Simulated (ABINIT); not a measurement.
# BAs (F-43m) in ABINIT: a series of runs, part 2 of 2

ABINIT 10.8.3 (patched build).

### 4 Equation of state, PBEsol

run.abi

```
ndtset 7
getwfk -1
scalecart1 3*0.9795861087
scalecart2 3*0.9864848297
scalecart3 3*0.9932883884
scalecart4 3*1.0000000000
scalecart5 3*1.0066227096
scalecart6 3*1.0131594038
scalecart7 3*1.0196128224

pp_dirpath "./"
pseudos "As.GGA_PBE-JTH_sp.xml, B.GGA_PBE-JTH.xml"

acell 6.3832096775 6.3832096775 6.3832096775
rprim
     0.0000000000     0.7071067812     0.7071067812
     0.7071067812     0.0000000000     0.7071067812
     0.7071067812     0.7071067812     0.0000000000
ntypat 2
znucl 33 5
natom 2
typat 1 2
xred
     0.7500000000     0.7500000000     0.7500000000
     0.0000000000     0.0000000000     0.0000000000

ecut 15.0
pawecutdg 30.0

kptopt 1
ngkpt 10 10 10
nshiftk 1
shiftk 0.0 0.0 0.0

ixc -116133

nband 8
occopt 3
tsmear 0.05 eV

nstep 100
tolvrs 1.0e-9

iomode 3
prtwf 1
prtden 0
prteig 0
prtebands 0
enunit 2
```

Potentials or basis: JTH PAW PBE v2.0 sp.

Command:

```console
$ abinit run.abi > log 2>&1
```

Run time: 55 s. Hardware: 1 thread of Arm Neoverse V1, shared host; peak memory 0.12 GiB.

It converged, with:

```
Equilibrium volume                      : 13.63 Å³/atom
Bulk modulus                            : 141 GPa
Pressure derivative of the bulk modulus : 4.0
```

Energy against volume, from the lowest point:
```
volume (Å³/atom)  energy (meV/atom)
          12.809              24.27
          13.081              10.52
          13.354               2.59
          13.626               0.00
          13.899               2.24
          14.171               8.78
          14.444              19.28
```

Caveat: pressures at fixed basis lie under the slope of the energies; the PAW data sets were made with another functional, which shifts forces and pressure a little; this set keeps more shells in the core, which shifts pressures and gaps.

### 5 Band structure, r2SCAN

run.abi

```
# Datasets: ground state, then fixed potential
ndtset 2

# Pseudopotentials
pp_dirpath "./"
pseudos "As.LDA_PW-JTH_sp.xml, B.LDA_PW-JTH.xml"

# Structure
acell 3.3778490937 3.3778490937 3.3778490937 Angstrom
rprim
     0.0000000000     0.7071067812     0.7071067812
     0.7071067812     0.0000000000     0.7071067812
     0.7071067812     0.7071067812     0.0000000000
ntypat 2
znucl 33 5
natom 2
typat 1 2
xred
     0.7500000000     0.7500000000     0.7500000000
     0.0000000000     0.0000000000     0.0000000000

# Plane-wave basis
ecut 489.804952 eV
pawecutdg 36.0

# Exchange and correlation
ixc -497498
usekden 1
pawxcdev 0

# Bands and occupations
occopt 3
tsmear 0.05 eV

# SCF cycle
nstep 100

# Output
iomode 3
prtwf 0
prteig 0
prtebands 0
enunit 1
prtden1 1
prtkden1 1

# Dataset 1
kptopt1 1
ngkpt1 10 10 10
nshiftk1 1
shiftk1 0.0 0.0 0.0
nband1 8
tolvrs1 1.0e-7

# Dataset 2: bands along G-X-W-K-G-L-U-W-L-K
iscf2 -2
getden2 1
getkden2 1
nband2 12
nbdbuf2 2
tolwfr2 1.0e-12
kptopt2 -9
ndivsm2 6
prteig2 1
kptbounds2
     0.0000000000     0.0000000000     0.0000000000
     0.5000000000     0.0000000000     0.5000000000
     0.5000000000     0.2500000000     0.7500000000
     0.3750000000     0.3750000000     0.7500000000
     0.0000000000     0.0000000000     0.0000000000
     0.5000000000     0.5000000000     0.5000000000
     0.6250000000     0.2500000000     0.6250000000
     0.5000000000     0.2500000000     0.7500000000
     0.5000000000     0.5000000000     0.5000000000
     0.3750000000     0.3750000000     0.7500000000
```

Potentials or basis: JTH PAW LDA v2.0 sp.

Command:

```console
$ abinit run.abi > log 2>&1
```

It took 75 s on 1 thread of Arm Neoverse V1, shared host; peak memory 0.12 GiB.

Results (log left out):

| Item | Value |
| --- | --- |
| Free energy | 13.8657 eV |
| Pressure | 0.9 GPa |
| Band gap on the k mesh | 1.37 eV, indirect (least direct gap 3.47 eV) |
| Band gap along the path | 1.38 eV, indirect (least direct gap 3.47 eV) |
| Valence electrons inside the program's atomic spheres | As 2.86; B 1.74 |

Levels at the corners of the path, in eV from the valence-band top:
```csv
point,band 1,band 2,band 3,band 4,band 5,band 6,band 7,band 8
Γ,-16.16,0.00,0.00,0.00,3.47,3.47,3.47,5.16
X,-11.72,-9.07,-4.29,-4.29,1.61,1.69,12.26,12.26
W,-11.55,-8.62,-5.72,-5.44,5.80,6.54,7.26,7.49
K,-11.77,-8.68,-6.21,-3.67,2.29,6.06,9.92,10.49
Γ,-16.16,0.00,0.00,0.00,3.47,3.47,3.47,5.16
L,-13.15,-9.24,-1.93,-1.93,2.98,5.10,5.10,9.77
U,-11.77,-8.68,-6.21,-3.67,2.29,6.06,9.92,10.49
W,-11.55,-8.62,-5.72,-5.44,5.80,6.54,7.26,7.49
L,-13.15,-9.24,-1.93,-1.93,2.98,5.10,5.10,9.77
K,-11.77,-8.68,-6.21,-3.67,2.29,6.06,9.92,10.49
```

Caveat: totals of a meta-GGA on PAW files have another zero than those of a GGA; the PAW data sets were made with another functional, which shifts forces and pressure a little; this set keeps more shells in the core, which shifts pressures and gaps.

### 6 Equation of state, HCTH407

run.abi

```
ndtset 7
getwfk -1
scalecart1 3*0.9795861087
scalecart2 3*0.9864848297
scalecart3 3*0.9932883884
scalecart4 3*1.0000000000
scalecart5 3*1.0066227096
scalecart6 3*1.0131594038
scalecart7 3*1.0196128224

pp_dirpath "./"
pseudos "As.GGA_PBE-JTH.xml, B.GGA_PBE-JTH.xml"

acell 6.3832096775 6.3832096775 6.3832096775
rprim
     0.0000000000     0.7071067812     0.7071067812
     0.7071067812     0.0000000000     0.7071067812
     0.7071067812     0.7071067812     0.0000000000
ntypat 2
znucl 33 5
natom 2
typat 1 2
xred
     0.7500000000     0.7500000000     0.7500000000
     0.0000000000     0.0000000000     0.0000000000

ecut 408.170794 eV
pawecutdg 30.0

kptopt 1
ngkpt 10 10 10
nshiftk 1
shiftk 0.0 0.0 0.0

ixc 27

nband 13
occopt 3
tsmear 0.00183747

nstep 100
tolvrs 1.0e-9

iomode 3
prtwf 1
prtden 0
prteig 0
prtebands 0
enunit 2
```

Potentials or basis: JTH PAW PBE v2.0.

Command:

```console
$ abinit run.abi > log 2>&1
```

Run time: 98 s. Hardware: 1 thread of Arm Neoverse V1, shared host; peak memory 0.13 GiB.

It converged, with:

| Property | Result |
| --- | --- |
| Equilibrium volume | 13.91 Å³/atom |
| Bulk modulus | 129 GPa |
| Pressure derivative of the bulk modulus | 4.1 |

Energy against volume, from the lowest point:
```
volume (Å³/atom)  energy (meV/atom)
          12.809              40.15
          13.081              21.92
          13.354               9.48
          13.626               2.33
          13.899               0.00
          14.171               1.89
          14.444               7.74
```

Caveat: pressures at fixed basis lie under the slope of the energies; the PAW data sets were made with another functional, which shifts forces and pressure a little.

### 7 Overview

| task | level | potentials or basis | cutoff (eV) | fine-grid cutoff | V0 of scaled cells (Å³/atom) | B0 (GPa) |
| --- | --- | --- | --- | --- | --- | --- |
| equation of state | rPW86PBE | JTH PAW PBE v2.0 sp | 408 | 816.342 eV | - | - |
| equation of state | RPBE | JTH PAW PBE v2.0 | 408 | 816.342 eV | 14.20 | 125 |
| equation of state | PBEsol | JTH PAW PBE v2.0 sp | 408 | 816.342 eV | 13.63 | 141 |
| band structure | r2SCAN | JTH PAW LDA v2.0 sp | 490 | 979.61 eV | - | - |
| equation of state | HCTH407 | JTH PAW PBE v2.0 | 408 | 816.342 eV | 13.91 | 129 |

Alike in all rows: no spin polarisation; cell as given; k mesh 10 × 10 × 10; smearing fermi-dirac 0.05 eV.

Caveats: the PAW data sets were made with another functional, which shifts forces and pressure a little; pressures at fixed basis lie under the slope of the energies (some runs); this set keeps more shells in the core, which shifts pressures and gaps (some runs); the minimum lies outside the volumes run (some runs); totals of a meta-GGA on PAW files have another zero than those of a GGA (some runs).

Total energies depend on the potentials used, so only differences within one code and one set of settings carry meaning.

### 8 Comparison with measurements

Step 3. Measured bulk modulus of BAs: 148 GPa (quoted in “Basic Physical Properties of Cubic Boron Arsenide”, 2019, arxiv:1911.11281). This calculation gives 125 GPa (-15.7 %). The fit is for a static lattice scaled at fixed shape and fixed fractional positions.

Step 4. Against the measured bulk modulus of BAs, 148 GPa (quoted in “Basic Physical Properties of Cubic Boron Arsenide”, 2019, arxiv:1911.11281), the calculated 141 GPa is off by -4.8 %. The fit is for a static lattice scaled at fixed shape and fixed fractional positions.

Step 6. Measured bulk modulus of BAs: 148 GPa (quoted in “Basic Physical Properties of Cubic Boron Arsenide”, 2019, arxiv:1911.11281). This calculation gives 129 GPa (-13.0 %). The fit is for a static lattice scaled at fixed shape and fixed fractional positions.
